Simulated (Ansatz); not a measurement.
Crystal: SnTe.

```
Te Sn
1.0
     0.00000    3.61115    3.61115
     3.61115    0.00000    3.61115
     3.61115    3.61115    0.00000
Te Sn
1 1
Direct
  0.25000 0.25000 0.25000
  0.00000 0.00000 0.00000
```

Measurements of this composition are mostly on another form, of space group No. 225.

Base run:

| Quantity | Value |
| --- | --- |
| Program | Ansatz 0.2.0 |
| Functional | PBEsol |
| Potentials or basis | all-electron PAW datasets made for the crystal |
| Cutoff | 240 eV (chosen from the basis error) |
| k mesh | 6 × 6 × 6 |
| Occupations | fermi-dirac, width 0.05 eV |
| Spin | no spin polarisation |

Its results: band gap on the k mesh 0.23 eV, indirect (least direct gap 0.76 eV); pressure -1.4 GPa.

Problem. The run is repeated on the same cell with these changes: functional from PBEsol to PBE0; cutoff from 240 eV (chosen from the basis error) to 270 eV (chosen from the basis error). What comes out?

Solution. Band gap on the k mesh 1.18 eV, indirect (least direct gap 1.80 eV); pressure -0.5 GPa.

PBE0 gives the wider gap, since exact exchange removes part of the self-interaction.

Caveats: spin-orbit coupling is left out, which moves the levels of the heavy elements.

A k mesh can miss the band edges.

The runs don't all hold the same shells in valence.
